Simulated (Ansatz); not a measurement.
## Te on Na(110): change of the work function: cost of one run

Ansatz 0.2.0; plane-wave DFT, PBE, Ansatz PAW. The cell holds 17 atoms.

The input, input.yaml:

```yaml
crystal:
  lattice:
    - [5.9821233688, -4.23, 0.0]
    - [5.9821233688, 4.23, 0.0]
    - [0.0, 0.0, 30.0396903233]
  atoms:
    - { symbol: Na, position: [0.0, 0.0, 0.2996036212] }
    - { symbol: Na, position: [0.25, 0.25, 0.3991739447] }
    - { symbol: Na, position: [0.0, 0.0, 0.4971159056] }
[... 8 atom lines left out ...]
    - { symbol: Na, position: [0.75, 0.25, 0.5941369612] }
    - { symbol: Na, position: [0.5, 0.5, 0.2996036212] }
    - { symbol: Na, position: [0.75, 0.75, 0.3991739447] }
    - { symbol: Na, position: [0.5, 0.5, 0.4971159056] }
    - { symbol: Na, position: [0.75, 0.75, 0.5941369612] }
    - { symbol: Te, position: [0.25, 0.25, 0.7003963788] }
kpoints:
  mp_grid: { grid: [5, 5, 1] }
hamiltonian:
  xc: pbe
scf:
  occupations: { method: fermi_dirac, width: 0.1 }
  convergence: { dr2_threshold: 1.0e-08 }
efield:
  axis: 3
  dipole_correction: true
  ramp_position: 0.97
  ramp_width: 0.06
relax:
  f_tol: 0.02
  max_steps: 60
  constraints: [{ sites: [0, 1, 4, 5, 8, 9, 12, 13] }]
output:
  bader: true
  dos: { projected: true, e_range: [-8, 4] }
  write_potential: true
  write_density: true
  volumetric_format: npy
  elf: true
```

Run with:

```bash
ansatz run input.yaml --threads 4 --pin off --max-ram 12288MiB --backend cpu --events-out ev --progress --plain --runs-dir out
```

The cutoff in use is 420 eV. For reference, a run of the same kind (4 atoms, 25 k-points, 22 bands and 6,633 plane waves; 40 SCF cycles) took 10 s and 0.59 GiB on the same hardware.

Q: Estimate wall time and peak memory on 4 threads of Arm Neoverse V2, shared host.

A cutoff of 420 eV is a sphere of radius 10.5 Å⁻¹, so a cell of 1520 Å³ holds about V·G³/6π² = 29,711 plane waves. At two electrons a band, the 160 electrons need 80 bands, and 17 more are carried. Symmetry cuts the 5×5×1 mesh from 25 to 9 points. The run has 9 k-points, 97 bands and 29,693 plane waves. Taking the work of a cycle as k-points × spins × bands × plane waves, that is 7.1 times the reference, or 73 s at the reference's 40 cycles. The run needed 117 SCF cycles over 14 ionic steps, which makes it about 3.6 min. One copy of the wavefunctions takes 0.39 GiB at 16 bytes a coefficient, against 0.054 GiB in the reference; grids, projectors and work arrays come on top. Measured: about 6.4 min, with a peak of 3.6 GiB. The run took longer than the estimate, which leaves out the steps that grow as the square of the band count.

[Logs are printed without paths, hosts, clocks, repeated set-up lines and the standing remarks that a program may print on its own settings, such as how far it seeks lower states.]

[Hosts, paths, dates, database ids (printed as entryN), source tags and the programs' standing remarks are cut or masked in the printed files.]

[Maps of the electrostatic potential energy from Ansatz leave out the sawtooth potential of an applied field or a dipole correction, so their vacuum need not be flat; planar profiles and work functions include it.]
